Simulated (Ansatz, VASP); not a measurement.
**Two plane-wave programs on InP**

INCAR

```
PREC = Accurate ; ENCUT = 520
EDIFF = 1E-6 ; ISMEAR = 0
SIGMA = 0.05 ; LREAL = F
LASPH = T ; NELM = 60
ALGO = Normal ; ISIF = 2
LWAVE = F ; LCHARG = T
GGA = PS ; LELF = T
LVHAR = T ; NBANDS = 16
```

File KPOINTS:

```
Automatic mesh
0
Gamma
  16 16 16
```

Contents of POSCAR:

```
InP
1.0
    0.0000000000      2.5752194404      2.5752194404
    2.5752194404      0.0000000000      2.5752194404
    2.5752194404      2.5752194404      0.0000000000
In P
1 1
Direct
    0.0000000000      0.0000000000      0.0000000000
    0.5000000000      0.5000000000      0.5000000000
```

Input for Ansatz:

```yaml
crystal:
  lattice:
    - [0.0, 2.5752194404, 2.5752194404]
    - [2.5752194404, 0.0, 2.5752194404]
    - [2.5752194404, 2.5752194404, 0.0]
  atoms:
    - { symbol: In, position: [0.0, 0.0, 0.0] }
    - { symbol: P, position: [0.5, 0.5, 0.5] }
basis:
  ecutwfc: 420
  ecutrho_ratio: 4
kpoints:
  mp_grid: { grid: [16, 16, 16] }
hamiltonian:
  xc: pbesol
scf:
  occupations: { method: gaussian, width: 0.05 }
output:
  forces: true
  stress: true
  eigenvalues: true
```

Alike in both runs: task single point; functional PBEsol; k mesh 16 × 16 × 16; occupations gaussian, width 0.05 eV; no spin polarisation.

|  | VASP | Ansatz |
| --- | --- | --- |
| version | VASP 6.6.1 | Ansatz 0.2.0 |
| potentials or method | VASP PAW PBE potentials, release 64 (In_d, P) | scalar-relativistic, plane waves, PAW |
| plane-wave cutoff (eV) | 520 | 420 |
| valence electrons in the cell | 18 | 18 |

```tsv
	VASP	Ansatz	Ansatz less VASP
gap on the k mesh at the Fermi level (eV)	none	none	-
pressure (GPa)	22.3	22.2	-0.06
```

A gap of «none» marks a metal or a gap that the smearing closes.

Caveats: so large a pressure means that the cell lies far from this level's equilibrium, or that cutoff or potentials fall short (VASP); the potentials were made for another functional, which shifts forces and pressure (VASP).
